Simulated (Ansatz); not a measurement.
Bulk crystal (BP) after relaxation:

```xyz
2
Lattice="0.0000 2.2742 2.2742 2.2742 0.0000 2.2742 2.2742 2.2742 0.0000" Properties=species:S:1:pos:R:3 pbc="T T T"
B     0.0000    0.0000    0.0000
P     3.4112    3.4112    3.4112
```

Miller indices refer to the conventional cell of F-43m (No. 216), a = 4.548 Å, b = 4.548 Å, c = 4.548 Å, α = 90.00°, β = 90.00°, γ = 90.00°. The bulk's gap is 1.25 eV.

These are results of DFT PBE, scalar-relativistic, plane waves, PAW (Ansatz), not measurements. Cutoff 420 eV, Gaussian smearing of 0.05 eV, no spin polarisation. A dipole correction acts along the normal.

A relaxed slab with low-index faces, about a nanometre thick, has these properties:

```json
{
 "Surface energy (mean of both faces)": "1.96 J/m²",
 "Gap of the slab on the mesh": "0.24 eV",
 "Bulk valence band top under the vacuum level": "5.47 eV",
 "Bulk conduction band bottom under the vacuum level": "4.22 eV"
}
```

Task: Which low-index plane was cut, and which atoms end it?

Result: The (110) plane, with BP in the top plane and BP in the bottom one as cut, before relaxation. The planes from bottom to top: BP, BP, BP, BP, BP, BP, BP.

Gaps are read on the k points sampled, so a band crossing between them can be missed.